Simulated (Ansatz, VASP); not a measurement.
AlNi in VASP and in Ansatz

File INCAR:

```
  ALGO = Normal
  EDIFF = 1E-6
  ENCUT = 520
  GGA = PS
  ISIF = 2
  ISMEAR = 0
  LASPH = True
  LCHARG = False
  LREAL = False
  LWAVE = False
  NBANDS = 14
  NELM = 100
  PREC = Accurate
  SIGMA = 0.1
```

Contents of KPOINTS:

```
k-points
0
Gamma
  14 14 14
```

POSCAR

```
AlNi
1.0
    2.9183006963      0.0000000000      0.0000000000
    0.0000000000      2.9183006963      0.0000000000
    0.0000000000      0.0000000000      2.9183006963
Al Ni
1 1
Direct
    0.0000000000      0.0000000000      0.0000000000
    0.5000000000      0.5000000000      0.5000000000
```

Input for Ansatz:

```yaml
crystal:
  lattice:
    - [2.9183006963, 0.0, 0.0]
    - [0.0, 2.9183006963, 0.0]
    - [0.0, 0.0, 2.9183006963]
  atoms:
    - { symbol: Al, position: [0.0, 0.0, 0.0] }
    - { symbol: Ni, position: [0.5, 0.5, 0.5] }
basis:
  ecutwfc: 420
kpoints:
  mp_grid: { grid: [14, 14, 14] }
hamiltonian:
  xc: pbesol
scf:
  occupations: { method: gaussian, width: 0.1 }
output:
  forces: true
  stress: true
  eigenvalues: true
```

Alike in both runs: task single point; functional PBEsol; k mesh 14 × 14 × 14; occupations gaussian, width 0.1 eV; no spin polarisation.

```csv
,VASP,Ansatz
version,VASP 6.6.1,Ansatz 0.2.0
potentials or method,"VASP PAW PBE potentials, release 64 (Al, Ni)","scalar-relativistic, plane waves, PAW"
plane-wave cutoff (eV),520,420
valence electrons in the cell,13,21
```

VASP gave:

* gap on the k mesh at the Fermi level (eV): none
* pressure (GPa): -8.7

Problem. Estimate Ansatz's values.

Solution. gap on the k mesh at the Fermi level (eV): none; pressure (GPa): -8.9.

A gap of «none» marks a metal or a gap that the smearing closes. The functional is the same, so the differences come from potentials, cutoffs and numerics. The two sets of potentials don't hold the same shells in valence.

Caveats: the PAW data sets were made with another functional, which shifts forces and pressure a little (VASP). Spin polarisation is off, so any magnetic state and its effect on volume and gap are missing.
